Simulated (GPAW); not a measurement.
# TePb (Pm-3m) in GPAW: notebook, part 2 of 2

GPAW 26.7.0. Earlier steps stand in the parts before.

## Step 4: Relaxation of cell and atoms, PBE+D4, target pressure 5 GPa, at which the enthalpy is minimised

Input file run.py:

```python
from ase.calculators.mixing import SumCalculator
from ase.filters import FrechetCellFilter
from ase.io import read, write
from ase.optimize import BFGS
from ase.units import GPa
from dftd4.ase import DFTD4
from gpaw import GPAW, PW

atoms = read('POSCAR')

calc = GPAW(mode=PW(600),
            xc='PBE',
            kpts={'size': (7, 7, 7), 'gamma': True},
            occupations={'name': 'fermi-dirac', 'width': 0.05},
            nbands=19,
            convergence={'density': 1e-05, 'forces': 0.0001},
            maxiter=150,
            txt='gpaw.txt')
atoms.calc = SumCalculator([calc, DFTD4(method='pbe')])
opt = BFGS(FrechetCellFilter(atoms, scalar_pressure=5 * GPa), trajectory='relax.traj', logfile='-')
done = opt.run(fmax=0.01, steps=40)
calc.write('gs.gpw')
write('result.traj', atoms)
print('Converged:', done)
print('Cell:', atoms.cell.cellpar().round(4))
print('Volume:', round(atoms.get_volume(), 4))
print(atoms.get_scaled_positions().round(5))
```

Input file POSCAR:

```
TePb
1.0
    4.0022870000      0.0000000000      0.0000000000
    0.0000000000      4.0022870000      0.0000000000
    0.0000000000      0.0000000000      4.0022870000
Pb Te
1 1
Direct
    0.0000000000      0.0000000000      0.0000000000
    0.5000000000      0.5000000000      0.5000000000
```

Potentials or basis: GPAW PAW data sets (gpaw-data 1.2.1), pw.

On the command line:

```sh
OMP_NUM_THREADS=1 python run.py
```

gpaw.txt:

```text
__  _  _
 | _ |_)|_||  |
 |__||  | ||/\| - 26.7.0

Input parameters:
  mode=PW(ecut=600.0),
  convergence={'density': 1e-05, 'forces': 0.0001},
  kpts=MonkhorstPack(size=(7, 7, 7), gamma=True),
  maxiter=150,
  nbands=19,
  occupations=Occupations(name='fermi-dirac', width=0.05),
  xc=XC(name='PBE')

Diagonalizing LCAO Hamiltonian
Converting LCAO to pw mode
   .---------.
  /|         |
 * |         |
 | |         |
 | |   Te    |
 | .---------.
 |/         /
 Pb--------*

Atoms  # Å, Bohr magnetons
|   | symbol |        x |        y |        z |    initial magnetic moments |
|---|--------|----------|----------|----------|-----------------------------|
| 0 |     Pb | 0.000000 | 0.000000 | 0.000000 | ( 0.0000,  0.0000,  0.0000) |
| 1 |     Te | 2.001143 | 2.001143 | 2.001143 | ( 0.0000,  0.0000,  0.0000) |
[... 253 lines left out ...]
Stress tensor  # eV/Ang^3
|        x |        y |        z |
|----------|----------|----------|
| 0.001635 | 0.000000 | 0.000000 |
| 0.000000 | 0.001635 | 0.000000 |
| 0.000000 | 0.000000 | 0.001635 |

Forces  # eV/Ang
|       x |       y |       z |
|---------|---------|---------|
| 0.00000 | 0.00000 | 0.00000 |  # Pb   0
| 0.00000 | 0.00000 | 0.00000 |  # Te   1

Interpolating wave functions to new cell

              Te
[... 259 lines left out ...]
Stress tensor  # eV/Ang^3
|         x |         y |         z |
|-----------|-----------|-----------|
| -0.000419 |  0.000000 |  0.000000 |
|  0.000000 | -0.000419 |  0.000000 |
|  0.000000 |  0.000000 | -0.000419 |

Forces  # eV/Ang
|       x |       y |       z |
|---------|---------|---------|
| 0.00000 | 0.00000 | 0.00000 |  # Pb   0
| 0.00000 | 0.00000 | 0.00000 |  # Te   1

Interpolating wave functions to new cell

              Te

       Pb

Atoms  # Å, Bohr magnetons
|   | symbol |        x |        y |        z |    initial magnetic moments |
|---|--------|----------|----------|----------|-----------------------------|
| 0 |     Pb | 0.000000 | 0.000000 | 0.000000 | ( 0.0000,  0.0000,  0.0000) |
| 1 |     Te | 1.988263 | 1.988263 | 1.988263 | ( 0.0000,  0.0000,  0.0000) |

Unit cell  # Å
| periodic |         x |         y |         z |  lengths |    angles |
|----------|-----------|-----------|-----------|----------|-----------|
|      yes |  3.976526 | -0.000000 | -0.000000 | 3.976526 | 90.000000 |
|      yes | -0.000000 |  3.976526 |  0.000000 | 3.976526 | 90.000000 |
|      yes |  0.000000 |  0.000000 |  3.976526 | 3.976526 | 90.000000 |

Number of symmetries: 48
Symmetry operations  # r_c * U_cc + t_c -> r_c
|    | kind |            matrix            |
|----|------|------------------------------|
|  0 |  E   |  1, 0, 0,  0, 1, 0,  0, 0, 1 |
|  1 |  σ   |  1, 0, 0,  0, 1, 0,  0, 0,-1 |
|  2 |  σ   |  1, 0, 0,  0, 0, 1,  0, 1, 0 |
|  3 |  C4  |  1, 0, 0,  0, 0, 1,  0,-1, 0 |
|  4 |  C4  |  1, 0, 0,  0, 0,-1,  0, 1, 0 |
|  5 |  σ   |  1, 0, 0,  0, 0,-1,  0,-1, 0 |
|  6 |  σ   |  1, 0, 0,  0,-1, 0,  0, 0, 1 |
|  7 |  C2  |  1, 0, 0,  0,-1, 0,  0, 0,-1 |
|  8 |  σ   |  0, 1, 0,  1, 0, 0,  0, 0, 1 |
[... 250 lines left out ...]
Atoms  # Å, Bohr magnetons
|   | symbol |        x |        y |        z |    initial magnetic moments |
|---|--------|----------|----------|----------|-----------------------------|
| 0 |     Pb | 0.000000 | 0.000000 | 0.000000 | ( 0.0000,  0.0000,  0.0000) |
| 1 |     Te | 1.978259 | 1.978259 | 1.978259 | ( 0.0000,  0.0000,  0.0000) |

Unit cell  # Å
| periodic |         x |        y |         z |  lengths |    angles |
|----------|-----------|----------|-----------|----------|-----------|
|      yes |  3.956518 | 0.000000 | -0.000000 | 3.956518 | 90.000000 |
|      yes | -0.000000 | 3.956518 |  0.000000 | 3.956518 | 90.000000 |
|      yes |  0.000000 | 0.000000 |  3.956518 | 3.956518 | 90.000000 |

Number of symmetries: 48
Symmetry operations  # r_c * U_cc + t_c -> r_c
|    | kind |            matrix            |
|----|------|------------------------------|
|  0 |  E   |  1, 0, 0,  0, 1, 0,  0, 0, 1 |
|  1 |  σ   |  1, 0, 0,  0, 1, 0,  0, 0,-1 |
|  2 |  σ   |  1, 0, 0,  0, 0, 1,  0, 1, 0 |
|  3 |  C4  |  1, 0, 0,  0, 0, 1,  0,-1, 0 |
|  4 |  C4  |  1, 0, 0,  0, 0,-1,  0, 1, 0 |
|  5 |  σ   |  1, 0, 0,  0, 0,-1,  0,-1, 0 |
|  6 |  σ   |  1, 0, 0,  0,-1, 0,  0, 0, 1 |
|  7 |  C2  |  1, 0, 0,  0,-1, 0,  0, 0,-1 |
|  8 |  σ   |  0, 1, 0,  1, 0, 0,  0, 0, 1 |
[... 231 lines left out ...]
Stress tensor  # eV/Ang^3
|         x |         y |         z |
|-----------|-----------|-----------|
| -0.007395 | -0.000000 |  0.000000 |
| -0.000000 | -0.007395 |  0.000000 |
|  0.000000 |  0.000000 | -0.007395 |

Forces  # eV/Ang
|       x |        y |        z |
|---------|----------|----------|
| 0.00000 |  0.00000 | -0.00000 |  # Pb   0
| 0.00000 | -0.00000 | -0.00000 |  # Te   1

Interpolating wave functions to new cell

              Te

       Pb

Atoms  # Å, Bohr magnetons
|   | symbol |        x |         y |         z |    initial magnetic moments |
|---|--------|----------|-----------|-----------|-----------------------------|
| 0 |     Pb | 0.000000 | -0.000000 | -0.000000 | ( 0.0000,  0.0000,  0.0000) |
| 1 |     Te | 1.935650 |  1.935650 |  1.935650 | ( 0.0000,  0.0000,  0.0000) |

Unit cell  # Å
| periodic |        x |         y |        z |  lengths |    angles |
|----------|----------|-----------|----------|----------|-----------|
|      yes | 3.871301 | -0.000000 | 0.000000 | 3.871301 | 90.000000 |
|      yes | 0.000000 |  3.871301 | 0.000000 | 3.871301 | 90.000000 |
|      yes | 0.000000 |  0.000000 | 3.871301 | 3.871301 | 90.000000 |

Number of symmetries: 48
Symmetry operations  # r_c * U_cc + t_c -> r_c
|    | kind |            matrix            |
|----|------|------------------------------|
|  0 |  E   |  1, 0, 0,  0, 1, 0,  0, 0, 1 |
|  1 |  σ   |  1, 0, 0,  0, 1, 0,  0, 0,-1 |
|  2 |  σ   |  1, 0, 0,  0, 0, 1,  0, 1, 0 |
|  3 |  C4  |  1, 0, 0,  0, 0, 1,  0,-1, 0 |
|  4 |  C4  |  1, 0, 0,  0, 0,-1,  0, 1, 0 |
|  5 |  σ   |  1, 0, 0,  0, 0,-1,  0,-1, 0 |
|  6 |  σ   |  1, 0, 0,  0,-1, 0,  0, 0, 1 |
|  7 |  C2  |  1, 0, 0,  0,-1, 0,  0, 0,-1 |
|  8 |  σ   |  0, 1, 0,  1, 0, 0,  0, 0, 1 |
[... 232 lines left out ...]
Stress tensor  # eV/Ang^3
|         x |         y |         z |
|-----------|-----------|-----------|
| -0.027817 | -0.000000 |  0.000000 |
| -0.000000 | -0.027817 |  0.000000 |
|  0.000000 |  0.000000 | -0.027817 |

Forces  # eV/Ang
|       x |       y |        z |
|---------|---------|----------|
| 0.00000 | 0.00000 |  0.00000 |  # Pb   0
| 0.00000 | 0.00000 | -0.00000 |  # Te   1

Interpolating wave functions to new cell

             Te
[... 261 lines left out ...]
Stress tensor  # eV/Ang^3
|         x |         y |         z |
|-----------|-----------|-----------|
| -0.049534 |  0.000000 |  0.000000 |
|  0.000000 | -0.049534 |  0.000000 |
|  0.000000 |  0.000000 | -0.049534 |

Forces  # eV/Ang
|       x |        y |       z |
|---------|----------|---------|
| 0.00000 | -0.00000 | 0.00000 |  # Pb   0
| 0.00000 | -0.00000 | 0.00000 |  # Te   1

Interpolating wave functions to new cell

             Te

       Pb

Atoms  # Å, Bohr magnetons
|   | symbol |        x |         y |         z |    initial magnetic moments |
|---|--------|----------|-----------|-----------|-----------------------------|
| 0 |     Pb | 0.000000 | -0.000000 | -0.000000 | ( 0.0000,  0.0000,  0.0000) |
| 1 |     Te | 1.900208 |  1.900208 |  1.900208 | ( 0.0000,  0.0000,  0.0000) |

Unit cell  # Å
| periodic |        x |         y |         z |  lengths |    angles |
|----------|----------|-----------|-----------|----------|-----------|
|      yes | 3.800417 | -0.000000 | -0.000000 | 3.800417 | 90.000000 |
|      yes | 0.000000 |  3.800417 |  0.000000 | 3.800417 | 90.000000 |
|      yes | 0.000000 |  0.000000 |  3.800417 | 3.800417 | 90.000000 |

Number of symmetries: 48
Symmetry operations  # r_c * U_cc + t_c -> r_c
|    | kind |            matrix            |
|----|------|------------------------------|
|  0 |  E   |  1, 0, 0,  0, 1, 0,  0, 0, 1 |
|  1 |  σ   |  1, 0, 0,  0, 1, 0,  0, 0,-1 |
|  2 |  σ   |  1, 0, 0,  0, 0, 1,  0, 1, 0 |
|  3 |  C4  |  1, 0, 0,  0, 0, 1,  0,-1, 0 |
|  4 |  C4  |  1, 0, 0,  0, 0,-1,  0, 1, 0 |
|  5 |  σ   |  1, 0, 0,  0, 0,-1,  0,-1, 0 |
|  6 |  σ   |  1, 0, 0,  0,-1, 0,  0, 0, 1 |
|  7 |  C2  |  1, 0, 0,  0,-1, 0,  0, 0,-1 |
|  8 |  σ   |  0, 1, 0,  1, 0, 0,  0, 0, 1 |
[... 237 lines left out ...]
Forces  # eV/Ang
|        x |        y |        z |
|----------|----------|----------|
|  0.00000 |  0.00000 | -0.00000 |  # Pb   0
| -0.00000 | -0.00000 | -0.00000 |  # Te   1

# Writing to gs.gpw (mode='')
```

Wall time 1.7 min (1 thread of Arm Neoverse V1, shared host); peak memory 0.24 GiB.

Results:

* Free energy: -8.2094 eV
* Relaxed volume: 27.45 Å³/atom
* Relaxed cell: a = 3.800 Å, b = 3.800 Å, c = 3.800 Å, α = 90.00°, β = 90.00°, γ = 90.00°
* Space group after relaxing (to 0.05 Å): Pm-3m (No. 221)
* Energy change on relaxing (the enthalpy is what falls): +54.0 meV/atom
* Ionic steps: 7
* Pressure after relaxing: 5.0 GPa
* Band gap on the k mesh: none (metal or under the smearing width)
* Dispersion energy per atom: -0.524 eV

Step by step:
```csv
step,energy change (eV),largest force (eV/Å),pressure (GPa),volume (Å³)
1,0.0000,0.0000,3.08,64.11
2,0.0129,0.0000,3.89,63.58
3,0.0235,0.0000,0.75,62.88
4,0.0225,0.0000,-0.62,61.94
5,0.0380,0.0000,2.11,58.02
6,0.1170,0.0000,5.29,54.61
7,0.1080,0.0000,5.00,54.89
```

Final structure:
```yaml
crystal:
  lattice:
    - [3.80042, 0.00000, 0.00000]
    - [0.00000, 3.80042, 0.00000]
    - [0.00000, 0.00000, 3.80042]
  atoms:
    - { symbol: Pb, position: [0.00000, 0.00000, 0.00000] }
    - { symbol: Te, position: [0.50000, 0.50000, 0.50000] }
```

Caveat: later steps reuse the first step's grids; pairwise dispersion overbinds metals, which lowers pressure and volume. Spin-orbit coupling is left out, which matters for the levels of Pb, Te.

## Step 5: Overview

| task | level | cell | smearing | optimizer | fmax | max steps | convergence | target pressure | gap on the mesh (eV) | pressure (GPa) |
| --- | --- | --- | --- | --- | --- | --- | --- | --- | --- | --- |
| single point | PBE | as given | gaussian 0.028 eV | - | - | - | - | - | none | -0.2 |
| relaxation of cell and atoms | PBE+D3(BJ) | relaxed | fermi-dirac 0.05 eV | LBFGS | 0.02 eV/Å | 100 | density=1e-05 forces=0.0001 | - | none | 0.0 |
| relaxation of cell and atoms | PBE+D4 | relaxed to 5 GPa | fermi-dirac 0.05 eV | BFGS | 0.01 eV/Å | 40 | density=1e-05 forces=0.0001 | 5 GPa | none | 5.0 |

Alike in all rows: potentials or basis GPAW PAW data sets (gpaw-data 1.2.1), pw; no spin polarisation; k mesh 7 × 7 × 7; cutoff (eV) 600.

Caveats: later steps reuse the first step's grids (some runs); pairwise dispersion overbinds metals, which lowers pressure and volume (some runs).

Total energies depend on the potentials used, so only differences within one code and one set of settings carry meaning.
